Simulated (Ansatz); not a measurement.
TiS$_{2}$: stiffness from a series of strains

```yaml
crystal:
  lattice:
    - [3.41200, 0.00000, 0.00000]
    - [-1.70600, 2.95488, 0.00000]
    - [0.00000, 0.00000, 5.69500]
  atoms:
    - { symbol: Ti, position: [0.00000, 0.00000, 0.00000] }
    - { symbol: S, position: [0.33333, 0.66667, 0.25000] }
    - { symbol: S, position: [0.66667, 0.33333, 0.75000] }
```

Atoms are numbered in the order listed.

The cell comes from COD entry 1537865, which wasn't checked; take it as a given geometry. It is an old determination, and later ones may differ.

The calculation used DFT, LDA, all-electron LAPW, scalar-relativistic (Ansatz 0.2.0).

Settings: a Γ-centred 12×12×7 k mesh, Fermi–Dirac smearing of 0.05 eV, basis error target 1 meV/atom, no spin polarisation.

The strain is applied along the Cartesian axes of the cell as listed (the other components stay zero). Fractional coordinates are held (clamped ions).

σ is the change of stress from the unstrained cell, which is at -6.26 GPa; tension is positive, so slopes are stress–strain coefficients at that pressure. In a metal the k mesh adds noise.

Only quantities that a quadratic follows smoothly over the whole series are listed; rougher ones are left out.

```csv
εzz,σzz (GPa),σxx (GPa)
-0.0200,-2.85,-1.25
0.0000,0.00,0.00
0.0100,1.34,0.56
0.0200,2.66,1.07
```

Task: Fit the series and read off the stiffness at zero strain.

Result: Least-squares fits y = p0 + p1 x + p2 x² to the rows give σzz (GPa): p1 = 138, p2 = -230; σxx (GPa): p1 = 58, p2 = -230. So C33 = 138 GPa and C13 = 58 GPa, for these axes.

Task: One run, at εzz = -0.0100, is withheld. Predict its row.

Result: The fits give -1.40, -0.60; the run gave -1.39, -0.60.
